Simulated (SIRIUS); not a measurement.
AgCl (Chlorargyrite):

```
Ag Cl
1.0
     0.00000    2.73500    2.73500
     2.73500    0.00000    2.73500
     2.73500    2.73500    0.00000
Ag Cl
1 1
Direct
  0.00000 0.00000 0.00000
  0.50000 0.50000 0.50000
```

Base run:

| Property | Result |
| --- | --- |
| Program | SIRIUS 7.10.0 |
| Functional | PBEsol |
| Potentials or basis | PseudoDojo 0.4.1 PBE standard (scalar relativistic) |
| Cutoff | 1127 eV |
| Density cutoff | 4507 eV |
| k mesh | 8 × 8 × 8 |
| Occupations | fermi-dirac, width 0.05 eV |
| Spin | no spin polarisation |
| Hubbard terms | Ag d U = 4 eV |

Its results: band gap on the k mesh 1.47 eV; pressure 0.2 GPa.

The run is repeated on the same cell with these changes: hubbard terms from Ag d U = 4 eV to Ag d U = 2 eV. What comes out?

Band gap on the k mesh 1.14 eV; pressure -0.2 GPa.

Caveats: the potentials were made for another functional, which shifts forces and pressure.

A k mesh can miss the band edges.
